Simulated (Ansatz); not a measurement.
This run works on a generated trial structure, not on a known crystal.

Input and command of a plane-wave DFT calculation in Ansatz:

```yaml
crystal:
  lattice:
    - [-1.3946374791, 1.3946374791, 6.3385977943]
    - [1.3946374791, -1.3946374791, 6.3385977943]
    - [1.3946374791, 1.3946374791, -6.3385977943]
  atoms:
    - { symbol: Si, position: [0.8248034202, 0.8248034202, 0.0] }
    - { symbol: Si, position: [0.1751965798, 0.1751965798, 0.0] }
    - { symbol: Ge, position: [0.5, 0.5, 0.0] }
basis:
  ecutwfc: 420
kpoints:
  mp_grid: { grid: [22, 22, 22] }
hamiltonian:
  xc: pbe
scf:
  occupations: { method: gaussian, width: 0.1 }
output:
  forces: true
  stress: true
  eigenvalues: true
  write_density: true
  write_potential: true
  elf: true
  volumetric_format: npy
relax:
  adjacent_minimum: "off"
  f_tol: 0.01
  max_steps: 80
  cell: { stress_tol: 0.05 }
```

```bash
ansatz run input.yaml --threads 1 --pin off --max-ram 2560MiB --backend cpu --events-out ev --progress --plain --runs-dir out
```

Processor: Intel(R) Xeon(R) 6975P-C (Granite Rapids), 1 thread, on a host shared with other jobs.

How long does it run, and how much memory does it take?

About 3.2 min, peak memory 1.1 GiB. It solves 15 bands at 834 k points (after reduction by symmetry) with about 995 plane waves (on the last cell), in 44 SCF iterations over 8 ionic steps.
